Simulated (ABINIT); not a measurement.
# Ge (P6_3/mmc) in ABINIT: further runs

Runs on Ge. Level: PBEsol. Tasks: relaxation of cell and atoms, single point.

Everything below comes from runs of ABINIT 10.8.3 (patched build). Logs are shortened: lines on timing, memory, paths and dates and some standing lists are left out, and cuts for length are marked. The log counts tension as positive stress, the text compression.

### 1 The crystal as given

It takes space group P6_3/mmc (No. 194, hexagonal). The conventional cell has a = 3.998 Å, b = 3.998 Å, c = 6.599 Å, α = 90.00°, β = 90.00°, γ = 120.00°. Ge (site symmetry 3m) is surrounded by 4 Ge at 2.45 to 2.47 Å.

This isn't the form of Ge at room conditions, which is diamond.

### 2 Relaxation of cell and atoms, PBEsol

run.abi

```
# Pseudopotentials
pp_dirpath "./"
pseudos "Ge.upf"

# Structure
acell 3*1.0
rprim
     7.5543424031     0.0000000000     0.0000000000
    -3.7771712017     6.5422524301     0.0000000000
     0.0000000000     0.0000000000    12.4710169184
ntypat 1
znucl 32
natom 4
typat 1 1 1 1
chkprim 0
chksymtnons 0
tolsym 1.0e-6
xred
            1/3            2/3   0.9370987500
            2/3            1/3   0.4370987500
            1/3            2/3   0.5629012500
            2/3            1/3   0.0629012500

# Plane-wave basis
ecut 39.0
ecutsm 0.5

# k points
kptopt 1
ngkpt 6 6 3
nshiftk 1
shiftk 0.0 0.0 0.0

# Exchange and correlation
ixc -116133

# Bands and occupations
nband 34
occopt 3
tsmear 0.00183747

# SCF cycle
nstep 80
tolvrs 1.0e-12

# Output
iomode 3
prteig 0
prtebands 0
prtwf 0
prtden 0

# Relaxation
ionmov 2
optcell 2
ntime 50
tolmxf 2.0e-5
dilatmx 1.08
```

Potentials or basis: PseudoDojo NC SR PBEsol v0.4.1 standard.

Launch:

```bash
> mpirun --bind-to none -np 4 abinit run.abi > log 2>&1
```

run.abo:

```text
.Version 10.8.3 of ABINIT
 Symmetries : space group P6_3/m m c (#194); Bravais hP (primitive hexag.)
================================================================================
 Values of the parameters that define the memory need of the present run
     intxc =       0    ionmov =       2      iscf =       7    lmnmax =       6
     lnmax =       6     mgfft =      80  mpssoang =       3    mqgrid =    3787
     natom =       4  nloc_mem =       1    nspden =       1   nspinor =       1
    nsppol =       1      nsym =      24    n1xccc =    2501    ntypat =       1
    occopt =       3   xclevel =       2
       mpw =        9049          nfft =      184320          nkpt =          14
================================================================================
================================================================================

--------------------------------------------------------------------------------
------------- Echo of variables that govern the present computation ------------
--------------------------------------------------------------------------------
 -outvars: echo values of preprocessed input variables --------
            acell      1.0000000000E+00  1.0000000000E+00  1.0000000000E+00 Bohr
              amu      7.26100000E+01
          chkprim           0
      chksymtnons           0
          dilatmx      1.08000000E+00
             ecut      3.90000000E+01 Hartree
           ecutsm      5.00000000E-01 Hartree
           ionmov           2
              ixc     -116133
         kptrlatt        6    0    0      0    6    0      0    0    3
          kptrlen      3.74130508E+01
            natom           4
            nband          34
            ngfft          48      48      80
             nkpt          14
            nstep          80
             nsym          24
            ntime          50
           ntypat           1
           occopt           3
          optcell           2
           prtden           0
        prtebands           0
           prteig           0
            prtwf           0
            rprim      7.5543424031E+00  0.0000000000E+00  0.0000000000E+00
                      -3.7771712017E+00  6.5422524301E+00  0.0000000000E+00
                       0.0000000000E+00  0.0000000000E+00  1.2471016918E+01
          spgroup         194
           tolmxf      2.00000000E-05
           tolsym      1.00000000E-06
           tolvrs      1.00000000E-12
           tsmear      1.83747000E-03 Hartree
            typat      1  1  1  1
           xangst     -5.2917721069E-11  2.3080072611E+00  6.1842688235E+00
                       1.9987929202E+00  1.1540036305E+00  2.8845798508E+00
                      -5.2917721069E-11  2.3080072611E+00  3.7147980948E+00
                       1.9987929202E+00  1.1540036305E+00  4.1510912200E-01
            xcart     -1.0000000003E-10  4.3615016201E+00  1.1686574365E+01
                       3.7771712015E+00  2.1807508100E+00  5.4510659063E+00
                      -1.0000000003E-10  4.3615016201E+00  7.0199510121E+00
                       3.7771712015E+00  2.1807508100E+00  7.8444255294E-01
             xred      3.3333333333E-01  6.6666666667E-01  9.3709875000E-01
                       6.6666666667E-01  3.3333333333E-01  4.3709875000E-01
                       3.3333333333E-01  6.6666666667E-01  5.6290125000E-01
                       6.6666666667E-01  3.3333333333E-01  6.2901250000E-02
            znucl       32.00000

================================================================================

 chkinp: Checking input parameters for consistency.

================================================================================
== DATASET  1 ==================================================================

--- !DatasetInfo
iteration_state: {dtset: 1, }
dimensions: {natom: 4, nkpt: 14, mband: 34, nsppol: 1, nspinor: 1, nspden: 1, mpw: 9049, }
cutoff_energies: {ecut:  39.0, pawecutdg:  -1.0, }
electrons: {nelect:   5.60000000E+01, charge:   0.00000000E+00, occopt:   3.00000000E+00, tsmear:   1.83747000E-03, }
meta: {optdriver: 0, ionmov: 2, optcell: 2, iscf: 7, paral_kgb: 0, }
...

 Real(R)+Recip(G) space primitive vectors, cartesian coordinates (Bohr,Bohr^-1):
 R(1)=  7.5543424  0.0000000  0.0000000  G(1)=  0.1323742  0.0764263  0.0000000
 R(2)= -3.7771712  6.5422524  0.0000000  G(2)=  0.0000000  0.1528526  0.0000000
 R(3)=  0.0000000  0.0000000 12.4710169  G(3)=  0.0000000  0.0000000  0.0801859
 Unit cell volume ucvol=  6.1634777E+02 bohr^3
 Angles (23,13,12)=  9.00000000E+01  9.00000000E+01  1.20000000E+02 degrees

 getcut: wavevector=  0.0000  0.0000  0.0000  ngfft=  48  48  80
         ecut(hartree)=     45.490   => boxcut(ratio)=   2.09278

--- Pseudopotential description ------------------------------------------------
- pspini: atom type   1  psp file is ./Ge.upf
  32.00000  14.00000  180301                  znucl, zion, pspdat
12 -116133 2 -1 1560                          pspcod,pspxc,lmax,lloc,mmax
     nproj     2     2     2

   6.91432303E+03                                ecore*ucvol(ha*bohr**3)
--------------------------------------------------------------------------------

================================================================================

=== [ionmov= 2] Broyden-Fletcher-Goldfarb-Shanno method (forces)
================================================================================

--- Iteration: ( 1/50) Internal Cycle: (1/1)
--------------------------------------------------------------------------------

---SELF-CONSISTENT-FIELD CONVERGENCE--------------------------------------------
[... 1004 lines left out ...]
 Difference of energy with previous step (new-old):
           Absolute (Ha)=-7.57854E-09
           Relative     =-2.12401E-11

 At Broyd/MD step   9, gradients are converged :
  max grad (force/stress) = 6.6488E-06 < tolmxf= 2.0000E-05 ha/bohr (free atoms)

================================================================================

 ----iterations are completed or convergence reached----

 Mean square residual over all n,k,spin=   86.120E-13; max=  40.823E-10
 reduced coordinates (array xred) for    4 atoms
       0.333333333333      0.666666666667      0.937196477175
       0.666666666667      0.333333333333      0.437196477175
       0.333333333333      0.666666666667      0.562803522825
       0.666666666667      0.333333333333      0.062803522825
 rms dE/dt=  4.7795E-05; max dE/dt=  8.2784E-05; dE/dt below (all hartree)
    1       0.000000000000     -0.000000000000      0.000082783809
    2      -0.000000000000      0.000000000000      0.000082783809
    3      -0.000000000000     -0.000000000000     -0.000082783809
    4      -0.000000000000      0.000000000000     -0.000082783809

 cartesian coordinates (angstrom) at end:
    1     -0.00000000005301     2.31218809709871     6.17497822245089
    2      2.00241363034937     1.15609404854936     2.88058992029635
    3     -0.00000000005301     2.31218809709871     3.70818668401272
    4      2.00241363034937     1.15609404854936     0.41379838185818

 cartesian forces (hartree/bohr) at end:
    1     -0.00000000000000     0.00000000000000    -0.00000664877684
    2      0.00000000000000    -0.00000000000000    -0.00000664877684
    3      0.00000000000000     0.00000000000000     0.00000664877684
    4      0.00000000000000    -0.00000000000000     0.00000664877684
 frms,max,avg= 3.8386731E-06 6.6487768E-06   0.000E+00  0.000E+00  0.000E+00 h/b

 cartesian forces (eV/Angstrom) at end:
    1     -0.00000000000000     0.00000000000000    -0.00034189385145
    2      0.00000000000000    -0.00000000000000    -0.00034189385145
    3      0.00000000000000     0.00000000000000     0.00034189385145
    4      0.00000000000000    -0.00000000000000     0.00034189385145
 frms,max,avg= 1.9739251E-04 3.4189385E-04   0.000E+00  0.000E+00  0.000E+00 e/A
 length scales=  7.568026704390  7.568026704578 12.450983286933 bohr
              =  4.004827260752  4.004827260851  6.588776604309 angstroms
 Fermi (or HOMO) energy (hartree) =   0.14278   Average Vxc (hartree)=  -0.37431
 Eigenvalues (hartree) for nkpt=  14  k points:
 kpt#   1, nband= 34, wtk=  0.00926, kpt=  0.0000  0.0000  0.0000 (reduced coord)
  -0.77320   -0.77320   -0.77191   -0.77179   -0.77179   -0.77139   -0.77091   -0.77091
  -0.76898   -0.76898   -0.76453   -0.76453   -0.76396   -0.76334   -0.76330   -0.76330
  -0.76263   -0.76263   -0.76155   -0.76155   -0.32697   -0.25129   -0.13765    0.08765
   0.08765    0.13595    0.13720    0.14050    0.14692    0.14692    0.22439    0.22439
   0.24386    0.30898
      occupation numbers for kpt#   1
   2.00000    2.00000    2.00000    2.00000    2.00000    2.00000    2.00000    2.00000
   2.00000    2.00000    2.00000    2.00000    2.00000    2.00000    2.00000    2.00000
   2.00000    2.00000    2.00000    2.00000    2.00000    2.00000    2.00000    2.00000
   2.00000    1.95257    1.90817    1.55111    0.18951    0.18951    0.00000    0.00000
   0.00000    0.00000
 prteigrs : prtvol=0 or 1, do not print more k-points.

--- !EnergyTerms
iteration_state     : {dtset: 1, itime: 9, icycle: 1, }
comment             : Components of total free energy in Hartree
kinetic             :  2.67948916451550E+02
hartree             :  1.11300029410897E+02
xc                  : -8.63743958489712E+01
Ewald energy        : -1.96534313188979E+02
psp_core            :  1.11956695592877E+01
local_psp           : -2.75675640157731E+02
non_local_psp       : -1.88662739665634E+02
internal            : -3.56802473439581E+02
'-kT*entropy'       : -7.00107383156062E-05
total_energy        : -3.56802543450319E+02
total_energy_eV     : -9.70909182337505E+03
band_energy         : -3.17409153805357E+01
...

 rms coord change=  5.6423E-05   atom, delta coord (reduced):
     1        0.000000000000      0.000000000000      0.000097727175
     2        0.000000000000      0.000000000000      0.000097727175
     3        0.000000000000      0.000000000000     -0.000097727175
     4        0.000000000000      0.000000000000     -0.000097727175

 Cartesian components of stress tensor (hartree/bohr^3)
  sigma(1 1)= -3.77187554E-08  sigma(3 2)=  0.00000000E+00
  sigma(2 2)= -3.77194726E-08  sigma(3 1)=  0.00000000E+00
  sigma(3 3)=  4.00046353E-08  sigma(2 1)=  4.15636140E-13

-Cartesian components of stress tensor (GPa)         [Pressure=  3.4750E-04 GPa]
- sigma(1 1)= -1.10972410E-03  sigma(3 2)=  0.00000000E+00
- sigma(2 2)= -1.10974520E-03  sigma(3 1)=  0.00000000E+00
- sigma(3 3)=  1.17697701E-03  sigma(2 1)=  1.22284374E-08

== END DATASET(S) ==============================================================
================================================================================

 -outvars: echo values of variables after computation  --------
            acell      7.5680267044E+00  7.5680267046E+00  1.2450983287E+01 Bohr
           etotal     -3.5680254345E+02
            fcart     -1.6900131711E-27  1.9001049312E-27 -6.6487768385E-06
                       5.1589875751E-28 -2.8244803032E-27 -6.6487768385E-06
                       8.0053255475E-28  1.2838546833E-27  6.6487768385E-06
                       3.7358185888E-28 -3.5947931130E-28  6.6487768385E-06
            rprim      1.0000000000E+00  0.0000000000E+00  0.0000000000E+00
                      -5.0000000001E-01  8.6602540378E-01  0.0000000000E+00
                       0.0000000000E+00  0.0000000000E+00  1.0000000000E+00
           strten     -3.7718755366E-08 -3.7719472566E-08  4.0004635285E-08
                       0.0000000000E+00  0.0000000000E+00  4.1563614039E-13
           xangst     -5.3013836976E-11  2.3121880971E+00  6.1749782225E+00
                       2.0024136303E+00  1.1560940485E+00  2.8805899203E+00
                      -5.3013836976E-11  2.3121880971E+00  3.7081866840E+00
                       2.0024136303E+00  1.1560940485E+00  4.1379838186E-01
             xred      3.3333333333E-01  6.6666666667E-01  9.3719647717E-01
                       6.6666666667E-01  3.3333333333E-01  4.3719647717E-01
                       3.3333333333E-01  6.6666666667E-01  5.6280352283E-01
                       6.6666666667E-01  3.3333333333E-01  6.2803522825E-02
 Calculation completed.
```

Wall time 6.4 min (4 MPI ranks of Arm Neoverse V2, shared host); peak memory 0.52 GiB.

What came out:

```
Free energy                            : -9709.0918 eV
Relaxed volume                         : 22.88 Å³/atom
Relaxed cell                           : a = 4.005 Å, b = 4.005 Å, c = 6.589 Å, α = 90.00°, β = 90.00°, γ = 120.00°
Space group after relaxing (to 0.05 Å) : P6_3/mmc (No. 194)
Energy gained by relaxing              : 0.1 meV/atom
Ionic steps                            : 9
Pressure after relaxing                : 0.0 GPa
Band gap on the k mesh                 : 0.17 eV, direct
```

The path:
```
step  energy change (eV)  largest force (eV/Å)  pressure (GPa)  volume (Å³)
   1              0.0000                0.0206            0.13        91.33
   2             -0.0001                0.0106            0.10        91.37
   3             -0.0003                0.0176            0.02        91.49
   4             -0.0004                0.0162            0.01        91.51
   5             -0.0004                0.0026           -0.03        91.55
   6             -0.0004                0.0004           -0.02        91.55
   7             -0.0004                0.0013           -0.01        91.53
   8             -0.0004                0.0012            0.00        91.52
   9             -0.0004                0.0003            0.00        91.52
```

Final structure:
```
Ge
1.0
     4.00483    0.00000    0.00000
    -2.00241    3.46828    0.00000
     0.00000    0.00000    6.58878
Ge
4
Direct
  0.33333 0.66667 0.93720
  0.66667 0.33333 0.43720
  0.33333 0.66667 0.56280
  0.66667 0.33333 0.06280
```

Caveat: an odd mesh through Γ misses points on the zone boundary, where band edges often lie.

### 3 Single point, PBEsol (cell relaxed)

run.abi

```
# Pseudopotentials
pp_dirpath "./"
pseudos "Ge.upf"

# Structure
acell 3*1.0 Angstrom
rprim
     4.0048272600     0.0000000000     0.0000000000
    -2.0024136300     3.4682821500     0.0000000000
     0.0000000000     0.0000000000     6.5887766100
ntypat 1
znucl 32
natom 4
typat 1 1 1 1
xred
     0.3333333300     0.6666666700     0.9371964800
     0.6666666700     0.3333333300     0.4371964800
     0.3333333300     0.6666666700     0.5628035200
     0.6666666700     0.3333333300     0.0628035200
chkprim 0
chksymtnons 0
tolsym 1.0e-6

# Plane-wave basis
ecut 39.0

# k points
kptopt 1
ngkpt 6 6 3
nshiftk 1
shiftk 0.0 0.0 0.0

# Exchange and correlation
ixc -116133

# Bands and occupations
nband 34
occopt 3
tsmear 0.05 eV

# SCF cycle
nstep 100
tolvrs 1.0e-10

# Output
iomode 3
prtwf 0
prteig 0
prtebands 0
enunit 2
prtvol 2
prtden 1
prtvha 1
prtvclmb 1
prtpot 1
prtelf 1
```

Potentials or basis: PseudoDojo NC SR PBEsol v0.4.1 standard.

Launch:

```bash
> mpirun --bind-to none -np 4 abinit run.abi > log 2>&1
```

Wall time 42 s (4 MPI ranks of Arm Neoverse V2, shared host); peak memory 0.44 GiB.

Results (log left out):

- Free energy: -9709.0920 eV
- Pressure: 0.0 GPa
- Band gap on the k mesh: 0.17 eV, direct
- Valence electrons inside the program's atomic spheres: Ge 11.56 (radii [1.0584] Å)

Levels at points of the mesh, in eV from the valence-band top:
```tsv
k point	band 26	band 27	band 28	band 29	band 30	band 31
(0.00, 0.00, 0.00)	-0.12	-0.09	0.00	0.17	0.17	2.28
(0.50, 0.00, 0.00)	-3.02	-2.77	-1.38	0.50	1.66	3.56
```

Caveat: an odd mesh through Γ misses points on the zone boundary, where band edges often lie.

### 4 Single point, PBEsol

run.abi

```
# Pseudopotentials
pp_dirpath "./"
pseudos "Ge.upf"

# Structure
acell 3*1.0
rprim
     7.5543424031     0.0000000000     0.0000000000
    -3.7771712017     6.5422524301     0.0000000000
     0.0000000000     0.0000000000    12.4710169184
ntypat 1
znucl 32
natom 4
typat 1 1 1 1
xcart
    -0.0000000002     2.3080072628     6.1842688277
     1.9987929217     1.1540036312     2.8845798527
    -0.0000000002     2.3080072628     3.7147980973
     1.9987929217     1.1540036312     0.4151091223 Angstrom

# Plane-wave basis
ecut 35.0

# k points
kptopt 1
ngkpt 6 6 3
nshiftk 1
shiftk 0.0 0.0 0.0

# Exchange and correlation
ixc -116133

# Bands and occupations
nband 34
occopt 3
tsmear 0.05 eV

# SCF cycle
nstep 100
tolvrs 1.0e-10

# Output
iomode 3
prtwf 0
prtden 0
prteig 0
prtebands 0
enunit 2
```

Launch:

```bash
> mpirun --bind-to none -np 4 abinit run.abi > log 2>&1
```

Run time: 47 s. Hardware: 4 MPI ranks of AMD EPYC 7R43 (Zen 3), shared host; peak memory 0.44 GiB.

The run converged. Its results:

- Free energy: -9709.0399 eV
- Pressure: -1.8 GPa
- Largest force: 0.021 eV/Å
- Band gap on the k mesh: 0.17 eV, direct
- Valence electrons inside the program's atomic spheres: Ge 11.56 (radii [1.0584] Å)

Forces in eV/Å, atoms in the order of the input:
```
Ge   0.000  0.000 -0.021
Ge   0.000  0.000 -0.021
Ge   0.000  0.000  0.021
Ge   0.000  0.000  0.021
```

Stress tensor (GPa, compression positive):
```
-1.58  0.00  0.00
 0.00 -1.58  0.00
 0.00  0.00 -2.14
```

Levels at points of the mesh, in eV from the valence-band top:
| k point | band 25 | band 26 | band 27 | band 28 | band 29 | band 30 | band 31 | band 32 |
| --- | --- | --- | --- | --- | --- | --- | --- | --- |
| (0.00, 0.00, 0.00) | -1.43 | -0.11 | -0.09 | 0.00 | 0.17 | 0.17 | 2.29 | 2.29 |
| (0.50, 0.00, 0.00) | -4.55 | -3.02 | -2.78 | -1.40 | 0.51 | 1.65 | 3.54 | 3.72 |

Caveat: an odd mesh through Γ misses points on the zone boundary, where band edges often lie.

### 5 The runs side by side

| task | cell | cutoff (eV) | cell freedom (optcell) | optimiser (ionmov) | cutoff smearing ecutsm (Ha) | force stop (Ha/bohr) | gap on the mesh (eV) | pressure (GPa) |
| --- | --- | --- | --- | --- | --- | --- | --- | --- |
| relaxation of cell and atoms | relaxed | 1061 | 2 | 2 | 0.5 | 2e-05 | 0.17 | 0.0 |
| single point | cell relaxed | 1061 | - | - | - | - | 0.17 | 0.0 |
| single point | as given | 952 | - | - | - | - | 0.17 | -1.8 |

Alike in all rows: level PBEsol; potentials or basis PseudoDojo NC SR PBEsol v0.4.1 standard; no spin polarisation; k mesh 6 × 6 × 3; smearing fermi-dirac 0.05 eV.

Caveats: an odd mesh through Γ misses points on the zone boundary, where band edges often lie.

Absolute energies hang on the potentials; compare differences alone.
